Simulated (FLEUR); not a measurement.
**Ga: equation of state with r2SCAN**

Crystal: Ga.

```
CELL_PARAMETERS angstrom
-1.38440 1.38440 2.31122
1.38440 -1.38440 2.31122
1.38440 1.38440 -2.31122
ATOMIC_POSITIONS crystal
Ga 0.00000 0.00000 0.00000
```

This isn't the form of Ga at room conditions, which is orthorhombic.

```yaml
Program: FLEUR MaX-R8.1 (later development tree)
Task: equation of state
Functional: r2SCAN
Potentials_or_basis: all-electron
Basis: FLAPW
Kmax: 4.14 1/bohr
k_mesh: 13 × 13 × 13
Occupations: fermi-dirac, width 0.05 eV
Spin: no spin polarisation
Gmax: 12.8 1/bohr
Muffin-tin_radii: Ga 2.37 bohr
lmax: Ga 10
lnonsphr: Ga 10
Local_orbitals_a_species: Ga 6
```

```json
{"Equilibrium volume": "17.78 Å³/atom", "Bulk modulus at fixed shape and positions": "62 GPa"}
```

Energy against volume, from the lowest point:
| volume (Å³/atom) | energy (meV/atom) |
| --- | --- |
| 16.655 | 15.66 |
| 17.010 | 7.04 |
| 17.718 | 0.00 |
| 18.427 | 4.15 |
| 18.781 | 9.66 |

Caveat: the meta-GGA is that of a development version, with a GGA for the radial functions and cores and without core tails; the cell was scaled at fixed shape and fractional positions, which overstates the stiffness of a crystal with free parameters, most of all of layers and chains.
